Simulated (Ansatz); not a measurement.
**H started in the widest void in zincblende ZnS, 65 atoms, charge +1**

All numbers come from Ansatz (PAW, plane waves, no spin–orbit coupling) at the single k point (¼, ¼, ¼) without its symmetry partners. The atoms were relaxed with PBEsol in a fixed cell; other functionals are single points on those atoms unless said otherwise. The valence top and gap of the host come from its small cell on a dense mesh, with the band extrema sought between the mesh points, lined up by the mean potential, PBEsol gap 2.09 eV, HSE06 gap 3.46 eV. The charge correction uses an assumed dielectric constant of 8.3.

Relaxed structure:

```
CELL_PARAMETERS angstrom
10.71254 0.00000 0.00000
0.00000 10.71254 0.00000
0.00000 0.00000 10.71254
ATOMIC_POSITIONS crystal
Zn 0.00053 0.00082 0.00348
Zn 0.00050 0.00073 0.50267
Zn 0.99953 0.50244 0.00433
Zn 0.00102 0.50198 0.50278
Zn 0.50216 0.99982 0.00428
Zn 0.50172 0.00133 0.50276
Zn 0.50157 0.50182 0.00323
Zn 0.54099 0.54129 0.46167
Zn 0.24979 0.25005 0.00457
Zn 0.24325 0.24348 0.49576
Zn 0.25019 0.75156 0.00333
Zn 0.25043 0.75394 0.50509
Zn 0.75128 0.25047 0.00332
Zn 0.75374 0.25065 0.50506
Zn 0.75145 0.75170 0.00306
Zn 0.75530 0.75558 0.50266
Zn 0.25024 0.00076 0.25302
Zn 0.24994 0.99984 0.75381
Zn 0.25042 0.49931 0.25000
Zn 0.24161 0.50707 0.76299
Zn 0.75150 0.00139 0.25274
Zn 0.75113 0.00102 0.75364
Zn 0.75539 0.50189 0.24880
Zn 0.75381 0.49941 0.75371
Zn 0.00049 0.25051 0.25301
Zn 0.99956 0.25019 0.75383
Zn 0.00110 0.75177 0.25273
Zn 0.00074 0.75140 0.75364
Zn 0.49905 0.25069 0.24999
Zn 0.50684 0.24193 0.76291
Zn 0.50163 0.75567 0.24882
Zn 0.49910 0.75399 0.75367
S 0.12503 0.12528 0.12870
S 0.12400 0.12428 0.62911
S 0.12563 0.62617 0.12794
S 0.12583 0.62645 0.62760
S 0.62589 0.12589 0.12791
S 0.62617 0.12612 0.62758
S 0.62597 0.62626 0.12785
S 0.62893 0.62917 0.62992
S 0.37581 0.37607 0.12621
S 0.35717 0.35751 0.64712
S 0.37456 0.87682 0.12700
S 0.37603 0.87740 0.62767
S 0.87653 0.37482 0.12702
S 0.87713 0.37628 0.62768
S 0.87561 0.87590 0.12803
S 0.87687 0.87715 0.62903
S 0.37653 0.12557 0.37690
S 0.37405 0.12271 0.88111
S 0.37317 0.62959 0.37385
S 0.37629 0.62668 0.87824
S 0.87559 0.12595 0.37805
S 0.87523 0.12540 0.87829
S 0.87592 0.62629 0.37773
S 0.87545 0.62619 0.87775
S 0.12529 0.37681 0.37692
S 0.12238 0.37432 0.88117
S 0.12571 0.87581 0.37806
S 0.12515 0.87553 0.87828
S 0.62934 0.37344 0.37387
S 0.62641 0.37659 0.87821
S 0.62602 0.87620 0.37774
S 0.62589 0.87569 0.87771
H 0.43377 0.43429 0.58087
```

Chemical potentials μ are those of reference phases of the elements at zero temperature by the same functional (the usual solids, diamond for C, grey Sn, and the molecules H2, N2, O2, F2, Cl2, Br2 and S8).

```
functional  E(defect) − E(host) − Σ nμ + q·E_VBM (eV)  monopole (eV)  alignment (eV)  formation energy at E_F = VBM (eV)  moment (μB)              wall time, shared host
    PBEsol                                       0.02           0.23           -0.09                                0.16  0 (no spin)  9.6 s on NVIDIA GB200 (relaxation)
     HSE06                                      -0.37           0.23           -0.09                               -0.23  0 (no spin)                21 s on NVIDIA GB200
```

**Question.** How does the monopole term follow by hand for this cubic cell?

**Answer.** q²·α·e²/(4πε₀)/(2εL) with the Madelung constant α = 2.837 and e²/4πε₀ = 14.40 eV·Å: 1 × 2.837 × 14.40 / (2 × 8.3 × 10.713) = 0.23 eV.

HSE06 one-electron levels near the gap (the ten most localised at most), from the host's valence top, not corrected for the charge's images:

```csv
level (eV),spin,filling,atoms sharing it,element of the atom with most weight
-0.08,both,2.00,46.1,spread
-0.07,both,2.00,47.1,spread
```

All elements are taken at their own reference at once; growth conditions in equilibrium with the host shift these energies, by up to the host's formation enthalpy.

One k point and a cell of this size can leave errors of several tenths of an eV in such numbers.
